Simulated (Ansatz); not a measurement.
**Straining AgI**

Method: DFT PBE, scalar-relativistic, plane waves, PAW in Ansatz. Run with 420 eV cutoff, 6×6×4 k-mesh, Gaussian smearing of 0.02 eV, no spin polarisation.

Reference structure (relaxed):

```
Ag I
1.0
     4.68629    0.00000    0.00000
    -2.34314    4.05844    0.00000
     0.00000    0.00000    7.66113
Ag I
2 2
Direct
  0.33333 0.66667 0.00245
  0.66667 0.33333 0.50245
  0.33333 0.66667 0.37745
  0.66667 0.33333 0.87745
```

Deformation: biaxial strain in the a-b plane, with the length and tilt of c and the atoms relaxed, all within the symmetry that the strain leaves. Energies are extrapolated to zero smearing. Stress is positive in compression, on the Cartesian axes of the cell above. Gaps are Kohn–Sham gaps over the whole zone.

Spin-orbit coupling is left out, which matters for the bands and energies of heavy elements.

```tsv
strain (%)	ΔE (meV/atom)	a (Å)	b (Å)	c (Å)	σxx (GPa)	σyy (GPa)	σzz (GPa)	gap (eV)
-4.5	16.5	4.475	4.475	8.028	1.59	1.59	-0.01	1.26
-3.0	7.4	4.546	4.546	7.903	1.07	1.07	0.00	1.31
-1.5	1.8	4.616	4.616	7.782	0.53	0.53	0.01	1.34
+0.0	0.0	4.686	4.686	7.661	-0.01	-0.01	0.00	1.37
+1.5	1.9	4.757	4.757	7.546	-0.56	-0.56	0.01	1.38
+3.0	7.5	4.827	4.827	7.434	-1.09	-1.09	-0.01	1.40
+4.5	16.6	4.897	4.897	7.321	-1.57	-1.57	-0.01	1.41
```